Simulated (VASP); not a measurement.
WS2: vibrations by finite differences with PBEsol+D3(BJ)

The system is WS2.

```
CELL_PARAMETERS angstrom
1.56743 0.90495 5.97855
-1.56743 0.90495 5.97855
0.00000 -1.80991 5.97855
ATOMIC_POSITIONS crystal
W 0.00065 0.00065 0.00065
S 0.24733 0.24733 0.24733
S 0.42072 0.42072 0.42072
```

Measurements of this composition are mostly on another form, of space group No. 194.

- Program: VASP 6.6.1
- Task: vibrations by finite differences
- Functional: PBEsol
- Dispersion: D3(BJ)
- Potentials or basis: VASP PAW PBE potentials, release 64 (W_sv, S)
- Cutoff: 520 eV
- k mesh: 3 × 3 × 3
- Occupations: gaussian, width 0.02 eV
- Spin: no spin polarisation

| Quantity | Value |
| --- | --- |
| Highest phonon frequency at Γ, LO-TO splitting left out | 443 cm⁻¹ |
| Dispersion energy per atom | -0.404 eV |

Phonon frequencies in cm⁻¹ (negative: imaginary):
```tsv
q point	frequencies
(0.000, 0.000, 0.000)	0 0 0 312 312 381 381 432 443
```

Wall time 2.2 min on 4 MPI ranks on Intel(R) Xeon(R) Platinum 8259CL CPU @ 2.50GHz (Skylake/Cascade Lake), with other jobs on the host, peak memory 0.18 GiB a rank.

Caveat: the k mesh is coarse (spacing up to 0.78 Å⁻¹), so the values aren't converged. The run has no spin-orbit coupling, so splittings on W are missing.
